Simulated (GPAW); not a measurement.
# Ag (Fm-3m) in GPAW: a series of runs

One crystal, Ag, is run at these levels: optB88-vdW, WC, r2SCAN+D4, OLYP, PBE+D3(BJ); tasks: equation of state, band structure.

All numbers are computed with GPAW 26.7.0; they aren't measurements. Logs are shortened: lines on timing, memory, paths and dates and some standing lists are left out, and cuts for length are marked. The log counts tension as positive stress, the text compression.

## 1. The structure

Symmetry: Fm-3m, No. 225, cubic system. The conventional cell has a = 4.085 Å, b = 4.085 Å, c = 4.085 Å, α = 90.00°, β = 90.00°, γ = 90.00°. Ag (site symmetry m-3m) is surrounded by 12 Ag at 2.89 Å.

## 2. Equation of state, optB88-vdW

run.py reads:

```python
from ase.eos import EquationOfState
from ase.io import Trajectory, read
from ase.units import GPa
from gpaw import GPAW, PW

atoms = read('POSCAR')

traj = Trajectory('eos.traj', 'w')
volumes, energies = [], []
for x in [0.94, 0.96, 0.98, 1.0, 1.02, 1.04, 1.06]:
    a = atoms.copy()
    a.set_cell(atoms.cell * x**(1 / 3), scale_atoms=True)
    calc = GPAW(mode=PW(600),
                xc={'name': 'optB88-vdW', 'backend': 'libvdwxc'},
                kpts={'size': (11, 11, 11), 'gamma': True},
                occupations={'name': 'fermi-dirac', 'width': 0.05},
                nbands=18,
                convergence={'density': 1e-05, 'energy': 1e-05},
                maxiter=150,
                legacy_gpaw=True,
                txt=f'eos-{x:.2f}.txt')
    a.calc = calc
    energies.append(a.get_potential_energy(force_consistent=True))
    volumes.append(a.get_volume())
    calc.write(f'eos-{x:.2f}.gpw')
    traj.write(a)
    print(f'{x:.2f} {volumes[-1]:10.4f} A^3 {energies[-1]:14.6f} eV', flush=True)

v0, e0, B = EquationOfState(volumes, energies, eos='birchmurnaghan').fit()
print(f'V0 = {v0:.4f} A^3, E0 = {e0:.6f} eV, B0 = {B / GPa:.2f} GPa')
```

POSCAR reads:

```
Ag
1.0
    0.0000000000      2.0427500000      2.0427500000
    2.0427500000      0.0000000000      2.0427500000
    2.0427500000      2.0427500000      0.0000000000
Ag
1
Direct
    0.0000000000      0.0000000000      0.0000000000
```

Potentials or basis: GPAW PAW data sets (gpaw-data 1.2.1), pw.

Command:

```bash
$ OMP_NUM_THREADS=1 python run.py
```

The log of the run:

```text
___ ___ ___ _ _ _
 |   |   |_  | | | |
 | | | | | . | | | |
 |__ |  _|___|_____|  26.7.0
 |___|_|

Input parameters:
  convergence: {density: 1e-05,
                energy: 1e-05}
  kpts: {gamma: True,
         size: (11, 11, 11)}
  maxiter: 150
  mode: {ecut: 600.0,
         name: pw}
  nbands: 18
  occupations: {name: fermi-dirac,
                width: 0.05}
  xc: {backend: libvdwxc,
       name: optB88-vdW}

System changes: positions, numbers, cell, pbc, initial_charges, initial_magmoms

Initialize ...

species:
  Ag:
    name:    Silver
    Z:       47.0
    valence: 17
    core:    30
    charge:  0.0  # [|e|]
    compensation charges:
      type: gauss
      rc: 0.40  # [Å]
      lmax: 2
    cutoffs:
      filter: 2.35  # [Å]
      core: 2.19  # [Å]
    projectors
    | kind |    occ | energy [eV] | rcut [Å] |
    |------|--------|-------------|----------|
    |   5s |  1.000 |      -4.401 |    1.286 |
    |   4p |  6.000 |     -58.577 |    1.328 |
    |   5p |  0.000 |      -0.738 |    1.328 |
    |   4d | 10.000 |      -7.446 |    1.180 |
    |    s |        |      22.811 |    1.286 |
    |    d |        |      19.766 |    1.180 |

    Using partial waves for Ag as LCAO basis

Reference energy: -144597.826354  # eV

Spin-paired calculation

Convergence criteria:
 Maximum [total energy] change in last 3 cyles: 1e-05 eV / valence electron
 Maximum integral of absolute [dens]ity change: 1e-05 electrons / valence electron
 Maximum integral of absolute [eigenst]ate change: 4e-08 eV^2 / valence electron
 Maximum number of scf [iter]ations: 150
 (Square brackets indicate name in SCF output, whereas a 'c' in
 the SCF output indicates the quantity has converged.)

Symmetries present (total): 48

  ( 1  0  0)  ( 1  0  0)  ( 1  0  0)  ( 1  0  0)  ( 1  0 -1)  ( 1  0 -1)
  ( 1  0 -1)  ( 1 -1  0)  ( 0  1  0)  ( 0  0  1)  ( 1  0  0)  ( 1 -1  0)
  ( 1 -1  0)  ( 1  0 -1)  ( 0  0  1)  ( 0  1  0)  ( 1 -1  0)  ( 1  0  0)

  ( 1  0 -1)  ( 1  0 -1)  ( 1 -1  0)  ( 1 -1  0)  ( 1 -1  0)  ( 1 -1  0)
  ( 0  1 -1)  ( 0  0 -1)  ( 1  0  0)  ( 1  0 -1)  ( 0 -1  1)  ( 0 -1  0)
  ( 0  0 -1)  ( 0  1 -1)  ( 1  0 -1)  ( 1  0  0)  ( 0 -1  0)  ( 0 -1  1)

  ( 0  1  0)  ( 0  1  0)  ( 0  1  0)  ( 0  1  0)  ( 0  1 -1)  ( 0  1 -1)
  ( 1  0  0)  ( 0  1 -1)  ( 0  0  1)  (-1  1  0)  ( 1  0 -1)  ( 0  1  0)
  ( 0  0  1)  (-1  1  0)  ( 1  0  0)  ( 0  1 -1)  ( 0  0 -1)  (-1  1  0)

  ( 0  1 -1)  ( 0  1 -1)  ( 0  0  1)  ( 0  0  1)  ( 0  0  1)  ( 0  0  1)
  ( 0  0 -1)  (-1  1  0)  ( 1  0  0)  ( 0  1  0)  ( 0 -1  1)  (-1  0  1)
  ( 1  0 -1)  ( 0  1  0)  ( 0  1  0)  ( 1  0  0)  (-1  0  1)  ( 0 -1  1)

  ( 0  0 -1)  ( 0  0 -1)  ( 0  0 -1)  ( 0  0 -1)  ( 0 -1  1)  ( 0 -1  1)
  ( 1  0 -1)  ( 0  1 -1)  ( 0 -1  0)  (-1  0  0)  ( 1 -1  0)  ( 0  0  1)
  ( 0  1 -1)  ( 1  0 -1)  (-1  0  0)  ( 0 -1  0)  ( 0 -1  0)  (-1  0  1)

  ( 0 -1  1)  ( 0 -1  1)  ( 0 -1  0)  ( 0 -1  0)  ( 0 -1  0)  ( 0 -1  0)
  ( 0 -1  0)  (-1  0  1)  ( 1 -1  0)  ( 0  0 -1)  ( 0 -1  1)  (-1  0  0)
  ( 1 -1  0)  ( 0  0  1)  ( 0 -1  1)  (-1  0  0)  ( 1 -1  0)  ( 0  0 -1)

  (-1  1  0)  (-1  1  0)  (-1  1  0)  (-1  1  0)  (-1  0  1)  (-1  0  1)
  ( 0  1  0)  ( 0  1 -1)  (-1  0  1)  (-1  0  0)  ( 0  0  1)  ( 0 -1  1)
  ( 0  1 -1)  ( 0  1  0)  (-1  0  0)  (-1  0  1)  ( 0 -1  1)  ( 0  0  1)

  (-1  0  1)  (-1  0  1)  (-1  0  0)  (-1  0  0)  (-1  0  0)  (-1  0  0)
  (-1  1  0)  (-1  0  0)  ( 0  0 -1)  ( 0 -1  0)  (-1  1  0)  (-1  0  1)
  (-1  0  0)  (-1  1  0)  ( 0 -1  0)  ( 0  0 -1)  (-1  0  1)  (-1  1  0)

1331 k-points: 11 x 11 x 11 Monkhorst-Pack grid
56 k-points in the irreducible part of the Brillouin zone
       k-points in crystal coordinates                weights
   0:     0.00000000    0.00000000    0.00000000          1/1331
   1:     0.09090909    0.09090909    0.00000000          6/1331
   2:     0.09090909    0.09090909    0.09090909          8/1331
   3:     0.18181818    0.09090909    0.09090909         12/1331
   4:     0.18181818    0.18181818    0.00000000          6/1331
   5:     0.18181818    0.18181818    0.09090909         24/1331
   6:     0.18181818    0.18181818    0.18181818          8/1331
   7:     0.27272727    0.18181818    0.09090909         24/1331
   8:     0.27272727    0.18181818    0.18181818         24/1331
   9:     0.27272727    0.27272727    0.00000000          6/1331
          ...
  55:     0.45454545    0.45454545    0.45454545          8/1331

Wave functions: Plane wave expansion
  Cutoff energy: 600.000 eV
  Number of coefficients (min, max): 526, 543
  Pulay-stress correction: 0.000000 eV/Ang^3 (de/decut=0.000000)
  Using FFTW library
  ScaLapack parameters: grid=1x1, blocksize=None
  Wavefunction extrapolation:
    Improved wavefunction reuse through dual PAW basis

Occupation numbers: Fermi-Dirac:
  width: 0.0500  # eV

Eigensolver
   Davidson(niter=2)

Densities:
  Coarse grid: 16*16*16 grid
  Fine grid: 32*32*32 grid
  Total Charge: 0.000000

Density mixing:
  Method: separate
  Backend: msr1
  Linear mixing parameter: 0.05
  old densities: 10
  Width of damping distribution: 1.1
  Damping of long wavelength oscillations: 20

Hamiltonian:
  XC and Coulomb potentials evaluated on a 32*32*32 grid
  Using the optB88 Exchange-Correlation functional
  External potential:
    NoExternalPotential

XC parameters: optB88 with libvdwxc
  Mode: serial
  Semilocal: GGA_X_OPTB88_VDW+LDA_C_PW with 2 nearest neighbor stencil
  Corresponding non-local functional: vdW-DF
  Local blocksize: 32 x 32 x 32
  PAW datasets: PBE

Number of atoms: 1
Number of atomic orbitals: 12
Number of bands in calculation: 18
Number of valence electrons: 17
Bands to converge: occupied

... initialized

Initializing position-dependent things.

Density initialized from atomic densities
Creating initial wave functions:
  12 bands from LCAO basis set
  6 bands from random numbers

       Ag

Atomic positions and initial magnetic moments

Positions:
   0 Ag     0.000000    0.000000    0.000000    ( 0.0000,  0.0000,  0.0000)

Unit cell:
           periodic     x           y           z      points  spacing
  1. axis:    yes    0.000000    2.001050    2.001050    16     0.1444
  2. axis:    yes    2.001050    0.000000    2.001050    16     0.1444
  3. axis:    yes    2.001050    2.001050    0.000000    16     0.1444

  Lengths:   2.829911   2.829911   2.829911
  Angles:   60.000000  60.000000  60.000000

Effective grid spacing dv^(1/3) = 0.1576

iter:   1   -35.736576
iter:   2   -35.688159   -2.78  -1.58
iter:   3   -35.528664   -3.19  -1.61
iter:   4   -35.525308   -4.48  -2.21
iter:   5   -35.523364   -4.20  -2.39
iter:   6   -35.523348   -5.89  -3.63
iter:   7   -35.523349c  -6.52  -4.05
iter:   8   -35.523349c  -8.34c -4.61
iter:   9   -35.523349c  -9.01c -5.20c

Converged after 9 iterations.

Dipole moment: (-0.000000, -0.000000, -0.000000) |e|*Ang

Energy contributions relative to reference atoms: (reference = -144597.826354)

Kinetic:         +8.266614
Potential:       -8.098597
External:        +0.000000
XC:             -35.749945
Entropy (-ST):   -0.002166
Local:           +0.059661
SIC:             +0.000000
--------------------------
Free energy:    -35.524432
Extrapolated:   -35.523349

Non-local optB88 correlation energy: 0.381113
Semilocal GGA_X_OPTB88_VDW+LDA_C_PW energy: -63.768098
(Not including atomic contributions)
Showing only first 2 kpts
 Kpt  Band  Eigenvalues  Occupancy
  0     6      3.98663    2.00000
  0     7      5.12876    2.00000
  0     8      5.12876    2.00000
  0     9     25.76435    0.00000

  1     6      4.12452    2.00000
  1     7      4.98369    2.00000
  1     8      5.19283    2.00000
  1     9     25.91217    0.00000

Fermi level: 9.36689

No gap
No difference between direct/indirect transitions
Writing to eos-0.94.gpw (mode='')
```

Wall time 57 s (1 thread of Intel Xeon Platinum 8488C (Sapphire Rapids), shared host); peak memory 0.17 GiB.

Results:

```
Equilibrium volume : 18.23 Å³/atom (rough: see the caveat)
Bulk modulus       : 81 GPa (rough)
```

Energy against volume, from the lowest point:
```csv
volume (Å³/atom),energy (meV/atom)
16.025,95.92
16.366,64.56
16.707,40.78
17.048,23.14
17.389,10.87
17.730,3.35
18.071,0.00
```

Caveat: the fit is doubtful: noisy points or a state that changes with volume; the minimum lies outside the volumes run; the PAW data sets were made with another functional, which shifts forces and pressure a little.

## 3. Equation of state, WC

run.py, as its differences from that of step 2:

```diff
@@ -3,3 +3,5 @@
 from ase.units import GPa
-from gpaw import GPAW, PW
+from gpaw import GPAW, PW, setup_paths
+
+setup_paths.insert(0, '.')
 
@@ -13,3 +15,3 @@
     calc = GPAW(mode=PW(600),
-                xc={'name': 'optB88-vdW', 'backend': 'libvdwxc'},
+                xc='WC',
                 kpts={'size': (11, 11, 11), 'gamma': True},
@@ -19,3 +21,2 @@
                 maxiter=150,
-                legacy_gpaw=True,
                 txt=f'eos-{x:.2f}.txt')
@@ -24,5 +25,6 @@
     volumes.append(a.get_volume())
+    p = -a.get_stress()[:3].mean() / GPa
     calc.write(f'eos-{x:.2f}.gpw')
     traj.write(a)
-    print(f'{x:.2f} {volumes[-1]:10.4f} A^3 {energies[-1]:14.6f} eV', flush=True)
+    print(f'{x:.2f} {volumes[-1]:10.4f} A^3 {energies[-1]:14.6f} eV {p:9.3f} GPa', flush=True)
```

POSCAR is that of step 2.

Potentials or basis: PAW data sets generated in the run's folder for this functional, pw.

Command:

```bash
$ gpaw-setup -f WC Ag
$ OMP_NUM_THREADS=1 python run.py
```

Run time: 63 s. Hardware: 1 thread of Intel Xeon Platinum 8488C (Sapphire Rapids), shared host; peak memory 0.22 GiB.

The run converged. Its results:

```
Equilibrium volume                      : 16.71 Å³/atom
Bulk modulus                            : 119 GPa
Pressure derivative of the bulk modulus : 5.9
```

Energy against volume, from the lowest point:
```
volume (Å³/atom)  energy (meV/atom)
          16.025              11.66
          16.366               2.86
          16.707               0.00
          17.048               2.36
          17.389               9.25
          17.730              20.05
          18.071              34.23
```

(Continued in part 2 of 2.)
